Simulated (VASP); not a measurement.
# P (R-3m) in VASP: a series of runs

One crystal, P, is run at these levels: LDA; tasks: relaxation of cell and atoms.

Everything below comes from runs of VASP 6.6.1. Logs are shortened: lines on timing, memory, paths and dates and some standing lists are left out, and cuts for length are marked.

### 1 Starting point

Symmetry: R-3m, No. 166, trigonal system. Conventional cell: a = 3.451 Å, b = 3.451 Å, c = 9.389 Å, α = 90.00°, β = 90.00°, γ = 120.00°. Around P (site symmetry 3m) lie 3 P at 2.29 Å.

This isn't the form of P at room conditions, which is orthorhombic.

### 2 Relaxation of cell and atoms, LDA, target pressure 6 GPa, at which the enthalpy is minimised

Contents of INCAR:

```
SYSTEM = P
  PREC = Accurate
  ENCUT = 350
  EDIFF = 1E-7
  ISMEAR = 0
  SIGMA = 0.02
  LREAL = .FALSE.
  LASPH = .TRUE.
  NELM = 60
  ALGO = Normal
  ISIF = 3
  LWAVE = .FALSE.
  LCHARG = .FALSE.
  GGA = CA
  IBRION = 2
  NSW = 80
  EDIFFG = -0.002
  PSTRESS = 60.0
```

Contents of KPOINTS:

```
regular mesh
0
G
  6 6 6
  0 0 0
```

Contents of POSCAR:

```
P
1.0
    1.7257251800      0.9963479000      3.1296800100
   -1.7257251800      0.9963479000      3.1296800100
    0.0000000000     -1.9926957900      3.1296800100
P
2
Direct
    0.2270802500      0.2270802500      0.2270802500
    0.7729197500      0.7729197500      0.7729197500
```

Potentials or basis: VASP PAW LDA potentials, release 64 (P).

On the command line:

```bash
$ cat potpaw_LDA.64/P/POTCAR > POTCAR
$ mpirun -np 1 vasp_std > vasp.out
```

OUTCAR:

```text
SYSTEM = P
   PREC = Accurate
   ENCUT = 350
   EDIFF = 1E-7
   ISMEAR = 0
   LREAL = .FALSE.
   LASPH = .TRUE.
   NELM = 60
   ISIF = 3
   GGA = CA
   IBRION = 2
   NSW = 80
   EDIFFG = -0.002
   PSTRESS = 60.0

 ion  position               nearest neighbor table
   1  0.227  0.227  0.227-   2 2.29   2 2.29   2 2.29   2 2.82   2 2.82   2 2.82
   2  0.773  0.773  0.773-   1 2.29   1 2.29   1 2.29   1 2.82   1 2.82   1 2.82

  LATTYP: Found a trigonal (rhomboedric) cell.
 ALAT       =     3.7102201417
 COS(alpha) =     0.5673129373

  Lattice vectors:

 A1 = (   1.7257251800,   0.9963479000,   3.1296800100)
 A2 = (  -1.7257251800,   0.9963479000,   3.1296800100)
 A3 = (   0.0000000000,  -1.9926957900,   3.1296800100)

Analysis of symmetry for initial positions (statically):
=====================================================================
 Subroutine PRICEL returns:
 Original cell was already a primitive cell.

 Routine SETGRP: Setting up the symmetry group for a
 trigonal (rhombohedral) supercell.

 Subroutine GETGRP returns: Found 12 space group operations
 (whereof 12 operations were pure point group operations)
 out of a pool of 12 trial point group operations.

The static configuration has the point symmetry D_3d.

Analysis of symmetry for dynamics (positions and initial velocities):
=====================================================================
 Subroutine PRICEL returns:
 Original cell was already a primitive cell.

 Routine SETGRP: Setting up the symmetry group for a
 trigonal (rhombohedral) supercell.

 Subroutine GETGRP returns: Found 12 space group operations
 (whereof 12 operations were pure point group operations)
 out of a pool of 12 trial point group operations.

The dynamic configuration has the point symmetry D_3d.

 Subroutine INISYM returns: Found 12 space group operations
 (whereof 12 operations are pure point group operations),
 and found     1 'primitive' translations

----------------------------------------------------------------------------------------

                                     Primitive cell

  volume of cell :      32.2875

  direct lattice vectors                    reciprocal lattice vectors
     1.725725180  0.996347900  3.129680010     0.289733270  0.167277582  0.106507161
    -1.725725180  0.996347900  3.129680010    -0.289733270  0.167277582  0.106507161
     0.000000000 -1.992695790  3.129680010     0.000000000 -0.334555163  0.106507162

  length of vectors
     3.710220142  3.710220142  3.710220139     0.351099605  0.351099605  0.351099605

  position of ions in fractional coordinates (direct lattice)
     0.227080250  0.227080250  0.227080250
     0.772919750  0.772919750  0.772919750

  ion indices of the primitive-cell ions
   primitive index   ion index
                 1           1
                 2           2

----------------------------------------------------------------------------------------

 KPOINTS: regular mesh

Automatic generation of k-mesh.
 Grid dimensions read from file:
 generate k-points for:    6    6    6

 Generating k-lattice:

  Cartesian coordinates                     Fractional coordinates (reciprocal lattice)
     0.048288878  0.027879597  0.017751194     0.166666667  0.000000000  0.000000000
    -0.048288878  0.027879597  0.017751194     0.000000000  0.166666667  0.000000000
     0.000000000 -0.055759194  0.017751194     0.000000000  0.000000000  0.166666667

  Length of vectors
     0.058516601  0.058516601  0.058516601

  Shift w.r.t. Gamma in fractional coordinates (k-lattice)
     0.000000000  0.000000000  0.000000000

 Subroutine IBZKPT returns following result:
 ===========================================

 Found     32 irreducible k-points:

 Following reciprocal coordinates:
            Coordinates               Weight
  0.000000  0.000000  0.000000      1.000000
  0.166667  0.000000  0.000000      6.000000
  0.333333  0.000000 -0.000000      6.000000
  0.500000  0.000000  0.000000      3.000000
  0.166667  0.166667  0.000000      6.000000
  0.333333  0.166667  0.000000     12.000000
[... 16 lines left out ...]
  0.500000  0.500000  0.166667      6.000000
 -0.333333  0.500000  0.166667     12.000000
 [... further k-points ...]
   k-points           NKPTS =     32   k-points in BZ     NKDIM =     32   number of bands    NBANDS=      9
   number of dos      NEDOS =    301   number of ions     NIONS =      2
   total plane-waves  NPLWV =  13824
   dimension x,y,z NGX =    24 NGY =   24 NGZ =   24
   dimension x,y,z NGXF=    48 NGYF=   48 NGZF=   48
   ions per type =               2
   NGX,Y,Z   is equivalent  to a cutoff of  10.75, 10.75, 10.75 a.u.
   NGXF,Y,Z  is equivalent  to a cutoff of  21.51, 21.51, 21.51 a.u.
 SYSTEM =  P
   PREC   = accura    normal or accurate (medium, high low for compatibility)
   ISTART =      0    job   : 0-new  1-cont  2-samecut
   ICHARG =      2    charge: 1-file 2-atom 10-const
   ISPIN  =      1    spin polarized calculation?
   LNONCOLLINEAR =      F non collinear calculations
   LSORBIT =      F    spin-orbit coupling
   LASPH  =      T    aspherical Exc in radial PAW
   ENCUT  =  350.0 eV  25.72 Ry    5.07 a.u.   5.66  5.66  5.66*2*pi/ulx,y,z
   NELM   =     60;   NELMIN=  2; NELMDL= -5     # of ELM steps
   EDIFF  = 0.1E-06   stopping-criterion for ELM
   LREAL  =      F    real-space projection
   EDIFFG = -.2E-02   stopping-criterion for IOM
   NSW    =     80    number of steps for IOM
   IBRION =      2    ionic relax: 0-MD 1-quasi-New 2-CG
   NFREE  =      1    steps in history (QN), initial steepest desc. (CG)
   ISIF   =      3    stress and relaxation
   ISYM   =      2    0-nonsym 1-usesym 2-fastsym
   POTIM  = 0.5000    time-step for ionic-motion
   TEBEG  =    0.0;   TEEND  =   0.0 temperature during run
   PSTRESS=   60.0 pullay stress
   NELECT =      10.0000    total number of electrons
   NUPDOWN=      -1.0000    fix difference up-down
   EMIN   =  10.00;   EMAX   =-10.00  energy-range for DOS
   EFERMI =   0.00;   METHOD = LEGACY
   ISMEAR =     0;   SIGMA  =   0.02  broadening in eV -4-tet -1-fermi 0-gaus
   EFERMI_NEDOS =   21; number of points for ismear=-14 and -15
   IALGO  =     38    algorithm
   IMIX   =      4    mixing-type and parameters
     AMIX     =   0.40;   BMIX     =  1.00
     AMIX_MAG =   1.60;   BMIX_MAG =  1.00
  volume/ion in A,a.u.               =      16.14       108.94
  Fermi-wavevector in a.u.,A,eV,Ry     =   1.107636  2.093128 16.692396  1.226857
  Thomas-Fermi vector in A             =   2.244152
   LORBIT       =      0    0 simple, 1 ext, 2 COOP (PROOUT), +10 PAW based schemes
   GGA     = CA    functional components
   LHFCALC =     F    Hartree Fock is set to
   AEXX    =    0.0000 exact exchange contribution
   IVDW    =     0    specifies the selected vdW correction
   LEPSILON=     F    determine dielectric tensor
   LRPA    =     F    only Hartree local field effects (RPA)
 conjugate gradient relaxation of ions
 non-spin polarized calculation
 Gauss-broadening in eV      SIGMA  =   0.02
  energy-cutoff  :      350.00
  volume of cell :       32.29
 maximum number of plane-waves:       493
 NGX is ok and might be reduce to    24
   NGX = 11   NGY = 11   NGZ = 11

--------------------------------------- Ionic step        1  -------------------------------------------

 number of electron      10.0000000 magnetization

 number of electron       9.9999998 magnetization

 Free energy of the ion-electron system (eV)
  ---------------------------------------------------
  ext. energy  EPLUGINS =         0.00000000
  ---------------------------------------------------
  free energy    TOTEN  =       -12.12658817 eV

  energy without entropy =      -12.12640550  energy(sigma->0) =      -12.12649683

 E-fermi :   8.9395     XC(G=0): -10.9007

 val. band max:        8.9290558129   @ k =   0.3333   0.3333   0.3333
 cond. band min:       8.9899608261   @ k =   0.5000   0.5000   0.5000
 fundamental gap:      0.0609050132
 Fermi energy:         8.9394617278

 k-point     1 :       0.0000    0.0000    0.0000
  band No.  band energies     occupation
      1      -7.5802      2.00000
      2       5.2628      2.00000
      3       5.7451      2.00000
      4       6.0230      2.00000
      5       6.0230      2.00000
      6      10.2205      0.00000
      7      11.5199      0.00000
      8      11.5199      0.00000
      9      14.6626      0.00000
[... 265 lines left out ...]
 k-point    24 :      -0.3333    0.5000    0.1667
  band No.  band energies     occupation
      1      -3.5638      2.00000
      2      -1.4968      2.00000
      3       1.2768      2.00000
      4       2.3273      2.00000
      5       6.2178      2.00000
      6      10.9281      0.00000
      7      11.9540      0.00000
      8      15.7103      0.00000
      9      15.9915      0.00000

 [... further k-points ...]

------------------------ aborting loop because EDIFF is reached ----------------------------------------

  FORCE on cell =-STRESS in cart. coord.  units (eV):
  Direction    XX          YY          ZZ          XY          YZ          ZX
  --------------------------------------------------------------------------------------
  -------------------------------------------------------------------------------------
  Total       -0.6124660     -0.6124660     -0.9157701      0.0000000     -0.0000000      0.0000000
  in kB      -30.3919608    -30.3919608    -45.4426062      0.0000000     -0.0000000      0.0000000
  external PRESSURE =     -95.4088426 kB  Pullay stress =      60.0000000 kB
[... 97 lines left out ...]
  energy  without entropy=      -12.1074784837  energy(sigma->0) =      -12.10757663

  enthalpy is  TOTEN    =       -11.0074418445 eV   P V=        1.1002329406

[... ionic steps 4 to 9 ...]

--------------------------------------- Ionic step       10  -------------------------------------------

 number of electron      10.0000000 magnetization

------------------------ aborting loop because EDIFF is reached ----------------------------------------
[... 71 lines left out ...]
--------------------------------------- Ionic step       12  -------------------------------------------

 number of electron      10.0000000 magnetization

 Free energy of the ion-electron system (eV)
  ---------------------------------------------------
  ext. energy  EPLUGINS =         0.00000000
  ---------------------------------------------------
  free energy    TOTEN  =       -12.10586933 eV

  energy without entropy =      -12.10536798  energy(sigma->0) =      -12.10561866

 E-fermi :  10.7725     XC(G=0): -11.5163

 val. band max:       10.4673861838   @ k =   0.5000   0.5000   0.0000
 cond. band min:      10.7821007373   @ k =  -0.3333   0.1667  -0.0000
 fundamental gap:      0.3147145535
 Fermi energy:        10.7725399153

 k-point     1 :       0.0000    0.0000    0.0000
  band No.  band energies     occupation
      1      -6.8454      2.00000
      2       7.4764      2.00000
      3       7.9178      2.00000
      4       7.9178      2.00000
      5       8.6177      2.00000
      6      12.8659      0.00000
      7      13.9739      0.00000
      8      13.9739      0.00000
      9      16.1496      0.00000
[... 265 lines left out ...]
 k-point    24 :      -0.3333    0.5000    0.1667
  band No.  band energies     occupation
      1      -1.9166      2.00000
      2       0.0907      2.00000
      3       2.0296      2.00000
      4       3.3520      2.00000
      5       8.0885      2.00000
      6      12.9839      0.00000
      7      13.7906      0.00000
      8      18.4673      0.00000
      9      18.8903      0.00000

 [... further k-points ...]

------------------------ aborting loop because EDIFF is reached ----------------------------------------

  FORCE on cell =-STRESS in cart. coord.  units (eV):
  Direction    XX          YY          ZZ          XY          YZ          ZX
  --------------------------------------------------------------------------------------
  -------------------------------------------------------------------------------------
  Total        1.0537678      1.0537678      1.0557082      0.0000000      0.0000000     -0.0000000
  in kB       60.0131896     60.0131895     60.1236961      0.0000000      0.0000001     -0.0000000
  external PRESSURE =       0.0500251 kB  Pullay stress =      60.0000000 kB
[... 21 lines left out ...]
  energy  without entropy=      -12.1053679834  energy(sigma->0) =      -12.10561866

  enthalpy is  TOTEN    =       -11.0523331491 eV   P V=        1.0535361839

 reached required accuracy - stopping structural energy minimisation
```

Run time: 12 s. Hardware: 1 thread of Intel Xeon 6975P-C (Granite Rapids), shared host; peak memory 0.12 GiB.

Results:

```yaml
Free_energy: -12.1059 eV
Relaxed_volume: 14.07 Å³/atom
Relaxed_cell: a = 3.489 Å, b = 3.489 Å, c = 3.489 Å, α = 57.26°, β = 57.26°, γ = 57.26°
Space_group_after_relaxing_to_0.05_Å: R-3m (No. 166)
Energy_change_on_relaxing_the_enthalpy_is_what_falls: +10.4 meV/atom
Ionic_steps: 12
Pressure_after_relaxing: 6.0 GPa
Band_gap_on_the_k_mesh: none (metal or under the smearing width)
```

The path:
```
step  energy change (eV)  largest force (eV/Å)  pressure (GPa)  volume (Å³)
   1              0.0000                0.0629           -3.54        32.29
   2              0.0929                0.9146           11.56        28.00
   3              0.0189                0.6201            6.74        29.38
   4              0.0113                0.5666            5.84        29.57
   5              0.0070                0.2587            6.20        29.05
   6              0.0092                0.1624            5.12        28.55
   7              0.0590                0.3929            6.87        27.55
   8              0.0179                0.0288            5.58        28.21
   9              0.0261                0.0250            6.68        28.00
  10              0.0209                0.0076            6.00        28.13
  11              0.0210                0.0071            6.01        28.13
  12              0.0207                0.0011            6.01        28.13
```

Final structure:
```
P
1.0
     1.67171    0.96516    2.90601
    -1.67171    0.96516    2.90601
     0.00000   -1.93032    2.90601
P
2
Direct
  0.23397 0.23397 0.23397
  0.76603 0.76603 0.76603
```

Levels at points of the mesh, in eV from the Fermi level:
| k point | band 1 | band 2 | band 3 | band 4 | band 5 | band 6 | band 7 | band 8 | band 9 |
| --- | --- | --- | --- | --- | --- | --- | --- | --- | --- |
| (0.00, 0.00, 0.00) | -17.62 | -3.30 | -2.85 | -2.85 | -2.15 | 2.09 | 3.20 | 3.20 | 5.38 |
| (0.50, 0.00, 0.00) | -13.59 | -12.80 | -3.50 | -3.20 | -1.32 | -0.41 | 0.35 | 0.72 | 9.91 |
| (0.50, 0.50, 0.00) | -13.19 | -10.27 | -7.50 | -6.17 | -5.94 | -0.31 | 7.29 | 8.07 | 8.95 |
| (0.50, 0.50, 0.50) | -14.70 | -12.24 | -2.71 | -2.71 | -0.79 | -0.79 | 0.72 | 2.31 | 9.87 |

Caveat: the k mesh is coarse (spacing up to 0.37 Å⁻¹), so the values aren't converged; the cell is relaxed towards a set pressure, so the enthalpy falls and the energy may rise.

### 3 Relaxation of cell and atoms, LDA, target pressure 6 GPa, at which the enthalpy is minimised

This run uses another cell than the first one, of 14.07 Å³/atom, 0.871 times its volume.

INCAR is that of step 2.

KPOINTS is that of step 2.

Contents of POSCAR:

```
P                                       
1.0
    1.6717089390      0.9651616087      2.9060082034
   -1.6717089390      0.9651616087      2.9060082034
    0.0000000000     -1.9303232072      2.9060082032
  P             
     2
Direct
     0.2339704492413893    0.2339704492413893    0.2339704492412542
     0.7660295507586107    0.7660295507586107    0.7660295507587456
```

Potentials or basis: VASP PAW LDA potentials, release 64 (P).

On the command line:

```bash
$ cat potpaw_LDA.64/P/POTCAR > POTCAR
$ mpirun -np 1 vasp_std > vasp.out
```

It took 4.5 s on 1 thread of Intel Xeon 6975P-C (Granite Rapids), shared host; peak memory 0.12 GiB.

Results (log left out):

- Free energy: -12.1033 eV
- Relaxed volume: 14.06 Å³/atom
- Relaxed cell: a = 3.488 Å, b = 3.488 Å, c = 3.488 Å, α = 57.27°, β = 57.27°, γ = 57.27°
- Space group after relaxing (to 0.05 Å): R-3m (No. 166)
- Energy change on relaxing (the enthalpy is what falls): +0.2 meV/atom
- Ionic steps: 8
- Pressure after relaxing: 6.0 GPa
- Band gap on the k mesh: none (metal or under the smearing width)

Step by step:
| step | energy change (eV) | largest force (eV/Å) | pressure (GPa) | volume (Å³) |
| --- | --- | --- | --- | --- |
| 1 | 0.0000 | 0.0007 | 5.95 | 28.13 |
| 2 | 0.0006 | 0.0040 | 6.03 | 28.12 |
| 3 | 0.0004 | 0.0021 | 6.00 | 28.12 |
| 4 | 0.0004 | 0.0023 | 6.00 | 28.12 |
| 5 | 0.0004 | 0.0026 | 6.00 | 28.12 |
| 6 | 0.0004 | 0.0024 | 6.00 | 28.12 |
| 7 | 0.0004 | 0.0023 | 6.00 | 28.12 |
| 8 | 0.0005 | 0.0010 | 5.99 | 28.12 |

Final structure:
```yaml
crystal:
  lattice:
    - [1.67148, 0.96503, 2.90548]
    - [-1.67148, 0.96503, 2.90548]
    - [0.00000, -1.93006, 2.90548]
  atoms:
    - { symbol: P, position: [0.23398, 0.23398, 0.23398] }
    - { symbol: P, position: [0.76602, 0.76602, 0.76602] }
```

Levels at points of the mesh, in eV from the Fermi level:
```csv
k point,band 1,band 2,band 3,band 4,band 5,band 6,band 7,band 8,band 9
"(0.00, 0.00, 0.00)",-17.62,-3.30,-2.86,-2.86,-2.15,2.09,3.20,3.20,5.38
"(0.50, 0.00, 0.00)",-13.59,-12.80,-3.51,-3.20,-1.32,-0.41,0.35,0.72,9.92
"(0.50, 0.50, 0.00)",-13.19,-10.27,-7.50,-6.17,-5.94,-0.31,7.30,8.07,8.95
"(0.50, 0.50, 0.50)",-14.70,-12.25,-2.71,-2.71,-0.79,-0.79,0.72,2.31,9.88
```

Caveat: the k mesh is coarse (spacing up to 0.38 Å⁻¹), so the values aren't converged; the cell is relaxed towards a set pressure, so the enthalpy falls and the energy may rise.
